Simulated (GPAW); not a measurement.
# CdO (Monteponite) (Fm-3m) in GPAW: single point with PBE

Aim: the single point of CdO (Monteponite) with PBE.

Program: GPAW 26.7.0. These are calculated values, not measurements. Logs are shortened: lines on timing, memory, paths and dates and some standing lists are left out, and cuts for length are marked. The log counts tension as positive stress, the text compression.

### Step 1. The crystal as given

It takes space group Fm-3m (No. 225, cubic). The conventional cell has a = 4.699 Å, b = 4.699 Å, c = 4.699 Å, α = 90.00°, β = 90.00°, γ = 90.00°. Around Cd (site symmetry m-3m) lie 6 O at 2.35 Å. O (site symmetry m-3m) is surrounded by 6 Cd at 2.35 Å.

### Step 2. Single point, PBE

File run.py:

```python
from ase.dft.bandgap import bandgap
from ase.io import read, write
from ase.units import GPa
from gpaw import GPAW, PW

atoms = read('POSCAR')

calc = GPAW(mode=PW(800),
            xc='PBE',
            kpts={'size': (15, 15, 15), 'gamma': True},
            occupations={'name': 'fermi-dirac', 'width': 0.05},
            nbands=18,
            convergence={'density': 1e-05, 'energy': 1e-05},
            maxiter=100,
            txt='gpaw.txt')
atoms.calc = calc
energy = atoms.get_potential_energy()
forces = atoms.get_forces()
stress = atoms.get_stress()
calc.write('gs.gpw')
write('result.traj', atoms)
print(f'Energy: {energy:.6f} eV')
print('Forces (eV/A):')
print(forces.round(4))
print('Stress (GPa):', (stress / GPa).round(3))
print('Fermi level:', round(calc.get_fermi_level(), 4), 'eV')
print(f'Gap: {bandgap(calc)[0]:.4f} eV, direct: {bandgap(calc, direct=True)[0]:.4f} eV')
```

File POSCAR:

```
CdO
1.0
    0.0000000000      2.3495000000      2.3495000000
    2.3495000000      0.0000000000      2.3495000000
    2.3495000000      2.3495000000      0.0000000000
Cd O
1 1
Direct
    0.0000000000      0.0000000000      0.0000000000
    0.5000000000      0.5000000000      0.5000000000
```

Potentials or basis: GPAW PAW data sets (gpaw-data 1.2.1), pw.

The run is started by

```console
$ OMP_NUM_THREADS=1 python run.py
```

gpaw.txt:

```text
__  _  _
 | _ |_)|_||  |
 |__||  | ||/\| - 26.7.0

Input parameters:
  mode=PW(ecut=800.0),
  convergence={'density': 1e-05, 'energy': 1e-05},
  kpts=MonkhorstPack(size=(15, 15, 15), gamma=True),
  maxiter=100,
  nbands=18,
  occupations=Occupations(name='fermi-dirac', width=0.05),
  xc=XC(name='PBE')

Diagonalizing LCAO Hamiltonian
Converting LCAO to pw mode

               O

       Cd

Atoms  # Å, Bohr magnetons
|   | symbol |        x |        y |        z |    initial magnetic moments |
|---|--------|----------|----------|----------|-----------------------------|
| 0 |     Cd | 0.000000 | 0.000000 | 0.000000 | ( 0.0000,  0.0000,  0.0000) |
| 1 |      O | 2.349500 | 2.349500 | 2.349500 | ( 0.0000,  0.0000,  0.0000) |

Unit cell  # Å
| periodic |        x |        y |        z |  lengths |    angles |
|----------|----------|----------|----------|----------|-----------|
|      yes | 0.000000 | 2.349500 | 2.349500 | 3.322695 | 60.000000 |
|      yes | 2.349500 | 0.000000 | 2.349500 | 3.322695 | 60.000000 |
|      yes | 2.349500 | 2.349500 | 0.000000 | 3.322695 | 60.000000 |

Number of symmetries: 48
Symmetry operations  # r_c * U_cc + t_c -> r_c
|    | kind |            matrix            |
|----|------|------------------------------|
|  0 |  σ   |  1, 0, 0,  1, 0,-1,  1,-1, 0 |
|  1 |  C2  |  1, 0, 0,  1,-1, 0,  1, 0,-1 |
|  2 |  E   |  1, 0, 0,  0, 1, 0,  0, 0, 1 |
|  3 |  σ   |  1, 0, 0,  0, 0, 1,  0, 1, 0 |
|  4 |  C4  |  1, 0,-1,  1, 0, 0,  1,-1, 0 |
|  5 |  S6  |  1, 0,-1,  1,-1, 0,  1, 0, 0 |
|  6 |  σ   |  1, 0,-1,  0, 1,-1,  0, 0,-1 |
|  7 |  C3  |  1, 0,-1,  0, 0,-1,  0, 1,-1 |
|  8 |  S6  |  1,-1, 0,  1, 0, 0,  1, 0,-1 |
|  9 |  C4  |  1,-1, 0,  1, 0,-1,  1, 0, 0 |
| 10 |  C3  |  1,-1, 0,  0,-1, 1,  0,-1, 0 |
| 11 |  σ   |  1,-1, 0,  0,-1, 0,  0,-1, 1 |
| 12 |  σ   |  0, 1, 0,  1, 0, 0,  0, 0, 1 |
| 13 |  C4  |  0, 1, 0,  0, 1,-1, -1, 1, 0 |
| 14 |  C3  |  0, 1, 0,  0, 0, 1,  1, 0, 0 |
| 15 |  S6  |  0, 1, 0, -1, 1, 0,  0, 1,-1 |
| 16 |  C2  |  0, 1,-1,  1, 0,-1,  0, 0,-1 |
| 17 |  σ   |  0, 1,-1,  0, 1, 0, -1, 1, 0 |
| 18 |  S4  |  0, 1,-1,  0, 0,-1,  1, 0,-1 |
| 19 |  C4  |  0, 1,-1, -1, 1, 0,  0, 1, 0 |
| 20 |  C3  |  0, 0, 1,  1, 0, 0,  0, 1, 0 |
| 21 |  σ   |  0, 0, 1,  0, 1, 0,  1, 0, 0 |
| 22 |  S6  |  0, 0, 1,  0,-1, 1, -1, 0, 1 |
| 23 |  C4  |  0, 0, 1, -1, 0, 1,  0,-1, 1 |
| 24 |  S4  |  0, 0,-1,  1, 0,-1,  0, 1,-1 |
| 25 |  C3  |  0, 0,-1,  0, 1,-1,  1, 0,-1 |
| 26 |  C2  |  0, 0,-1,  0,-1, 0, -1, 0, 0 |
| 27 |  S6  |  0, 0,-1, -1, 0, 0,  0,-1, 0 |
| 28 |  S4  |  0,-1, 1,  1,-1, 0,  0,-1, 0 |
| 29 |  C4  |  0,-1, 1,  0, 0, 1, -1, 0, 1 |
| 30 |  C2  |  0,-1, 1,  0,-1, 0,  1,-1, 0 |
| 31 |  σ   |  0,-1, 1, -1, 0, 1,  0, 0, 1 |
| 32 |  C3  |  0,-1, 0,  1,-1, 0,  0,-1, 1 |
| 33 |  S6  |  0,-1, 0,  0, 0,-1, -1, 0, 0 |
| 34 |  S4  |  0,-1, 0,  0,-1, 1,  1,-1, 0 |
| 35 |  C2  |  0,-1, 0, -1, 0, 0,  0, 0,-1 |
| 36 |  C2  | -1, 1, 0,  0, 1, 0,  0, 1,-1 |
| 37 |  S6  | -1, 1, 0,  0, 1,-1,  0, 1, 0 |
| 38 |  S4  | -1, 1, 0, -1, 0, 1, -1, 0, 0 |
| 39 |  C3  | -1, 1, 0, -1, 0, 0, -1, 0, 1 |
| 40 |  S6  | -1, 0, 1,  0, 0, 1,  0,-1, 1 |
| 41 |  C2  | -1, 0, 1,  0,-1, 1,  0, 0, 1 |
| 42 |  C3  | -1, 0, 1, -1, 1, 0, -1, 0, 0 |
| 43 |  S4  | -1, 0, 1, -1, 0, 0, -1, 1, 0 |
| 44 |  C2  | -1, 0, 0,  0, 0,-1,  0,-1, 0 |
| 45 |  i   | -1, 0, 0,  0,-1, 0,  0, 0,-1 |
| 46 |  σ   | -1, 0, 0, -1, 1, 0, -1, 0, 1 |
| 47 |  C2  | -1, 0, 0, -1, 0, 1, -1, 1, 0 |

BZ-sampling:
  Number of BZ points: 3375
  Number of IBZ points: 120

  Monkhorst-Pack size: [15, 15, 15]
  Monkhorst-Pack shift: [0, 0, 0]

K-points  # in reciprocal-cell coordinates
|     |                                coordinates |     weight |
|-----|--------------------------------------------|------------|
|   0 | (  0.00000000,   0.00000000,   0.00000000) | 0.00029630 |
|   1 | (  0.06666667,   0.06666667,   0.00000000) | 0.00177778 |
|   2 | (  0.06666667,   0.06666667,   0.06666667) | 0.00237037 |
|   3 | (  0.13333333,   0.06666667,   0.06666667) | 0.00355556 |
|   4 | (  0.13333333,   0.13333333,   0.00000000) | 0.00177778 |
|   5 | (  0.13333333,   0.13333333,   0.06666667) | 0.00711111 |
|   6 | (  0.13333333,   0.13333333,   0.13333333) | 0.00237037 |
|   7 | (  0.20000000,   0.13333333,   0.06666667) | 0.00711111 |
|   8 | (  0.20000000,   0.13333333,   0.13333333) | 0.00711111 |
|   9 | (  0.20000000,   0.20000000,   0.00000000) | 0.00177778 |
| ... |                                            |            |
| 119 | (  0.46666667,   0.46666667,   0.46666667) | 0.00237037 |

Plane wave coefficients: 1363
Cutoff: 800.0 eV

Spin-components: 1 (collinear spins)
Bands:           18
Projectors:      11
Spin-degeneracy: 2
Datatype:        complex128

Parallelization:
  kpt:    1
  domain: 1
  band:   1

Density:
  Valence electrons: 18.0
  Components: 1
  Grid points: [24 24 24]
  Charge: 0.0  # |e|

Potential:
  Grid points: [24 24 24]

species:
  Cd:
    name:    Cadmium
    Z:       48.0
    valence: 12
    core:    36
    charge:  0.0  # [|e|]
    compensation charges:
      type: gauss
      rc: 0.38  # [Å]
      lmax: 2
    cutoffs:
      filter: 2.12  # [Å]
      core: 2.62  # [Å]
    projectors
    | kind |    occ | energy [eV] | rcut [Å] |
    |------|--------|-------------|----------|
    |   5s |  2.000 |      -5.655 |    1.191 |
    |   5p |  0.000 |      -1.186 |    1.228 |
    |   4d | 10.000 |     -11.739 |    1.164 |
    |    s |        |      21.556 |    1.191 |
    |    p |        |      26.026 |    1.228 |
    |    d |        |      15.473 |    1.164 |

    Using partial waves for Cd as LCAO basis

  O:
    name:    Oxygen
    Z:       8.0
    valence: 6
    core:    2
    charge:  0.0  # [|e|]
    compensation charges:
      type: gauss
      rc: 0.21  # [Å]
      lmax: 2
    cutoffs:
      filter: 1.17  # [Å]
      core: 0.83  # [Å]
    projectors
    | kind |    occ | energy [eV] | rcut [Å] |
    |------|--------|-------------|----------|
    |   2s |  2.000 |     -23.961 |    0.688 |
    |   2p |  4.000 |      -9.029 |    0.598 |
    |    s |        |       3.251 |    0.688 |
    |    p |        |      18.182 |    0.598 |
    |    d |        |       0.000 |    0.619 |

    Using partial waves for O as LCAO basis

Reference energy: -154213.970638  # eV

eigensolver:
  PPCG
  Converge bands: occupied
  niter=2

density mixing:
  MSR1-Mixer
  Pratt-step length: 0.05
  Maximum mixing coefficient: 0.75
  Old densities: 10
  SVD Regularization: 0.005
  Good broyden scale: 1.0
  Trust region scale: 1.0
  Backstep threshold: 4.0
  History deletion threshold: 6.0
  Fourier metric: weight=20.0, sigma=0.015

occupation numbers:
  Fermi-Dirac:
    width: 0.0500  # eV

poisson solver:
  ecut: 6400.0  # eV

xc functional:
  name: PBE with 2 nearest neighbor stencil

convergence criteria:
- Maximum integral of absolute [dens]ity change: 1e-05 electrons / valence electron
- Maximum [total energy] change in last 3 cyles: 1e-05 eV / valence electron
- Maximum integral of absolute [eigenst]ate change: 4e-08 eV^2 / valence electron
maximum number of iterations: 100

SCF iterations
|iter     | |      energy | eigst |  dens |
|---------|-|-------------|-------|-------|
|iter:   1| |   -9.911167 | -0.49 |       |
|iter:   2| |   -9.372151 | -2.20 | -0.95 |
|iter:   3| |   -8.166575 | -1.10 | -1.01 |
|iter:   4| |   -8.152758 | -3.34 | -1.51 |
|iter:   5| |   -8.147758 | -3.48 | -1.75 |
|iter:   6| |   -8.147817 | -5.26 | -2.96 |
|iter:   7| |   -8.147834c| -6.28 | -3.33 |
|iter:   8| |   -8.147834c| -8.25c| -4.28 |
|iter:   9| |   -8.147834c| -8.03c| -4.93 |
|iter:  10| |   -8.147834c| -9.18c| -5.79c|

Converged in 10 steps
Energy contributions relative to reference atoms: (reference = -154213.970638)

Energy contributions:
  Kinetic:          29.090669
  Coulomb:         -25.763036
  Zero:              0.200273
  External:          0.000000
  Xc:              -11.675306
  Entropy:          -0.000869
  Spinorbit:         0.000000
  ----------------------------
  Free energy:      -8.148269
  Extrapolated:     -8.147834

dipole moment: (-15.257622, -15.257622, -15.257622)  # |e|*Ang

Fermi level: 6.538
Eigenvalues  # (at kpt = [0.000, 0.000, 0.000])
| band index |      eig [eV] | occ [0-2] |
|------------|---------------|-----------|
|          0 |       -10.959 |     2.000 |
|        ... |               |           |
|          2 |        -0.243 |     2.000 |
|          3 |        -0.243 |     2.000 |
|          4 |         0.055 |     2.000 |
|          5 |         0.055 |     2.000 |
|          6 |         5.005 |     2.000 |
|          7 |         5.005 |     2.000 |
|          8 |         5.005 |     2.000 |
|          9 |         5.979 |     2.000 |
|         10 |        20.997 |     0.000 |
|         11 |        23.415 |     0.000 |
|         12 |        23.415 |     0.000 |
|         13 |        23.415 |     0.000 |
|         14 |        24.532 |     0.000 |
|         15 |        24.532 |     0.000 |
|         16 |        24.532 |     0.000 |
|         17 |        29.627 |     0.000 |

No gap
No difference between direct/indirect transitions

Forces  # eV/Ang
|        x |       y |       z |
|----------|---------|---------|
|  0.00000 | 0.00000 | 0.00000 |  # Cd   0
| -0.00000 | 0.00000 | 0.00000 |  # O    1

Stress tensor  # eV/Ang^3
|         x |         y |         z |
|-----------|-----------|-----------|
| -0.034670 | -0.000000 | -0.000000 |
| -0.000000 | -0.034670 |  0.000000 |
| -0.000000 |  0.000000 | -0.034670 |

# Writing to gs.gpw (mode='')
```

Run time: 33 s. Hardware: 1 thread of Intel Xeon 6975P-C (Granite Rapids), shared host; peak memory 0.22 GiB.

Results:

```yaml
Free_energy: -8.1483 eV
Pressure: 5.6 GPa
Band_gap_on_the_k_mesh: none (metal or under the smearing width)
```

Caveat: this crystal is a semiconductor, whose small gap the functional closes, so the metal is an error of the method.
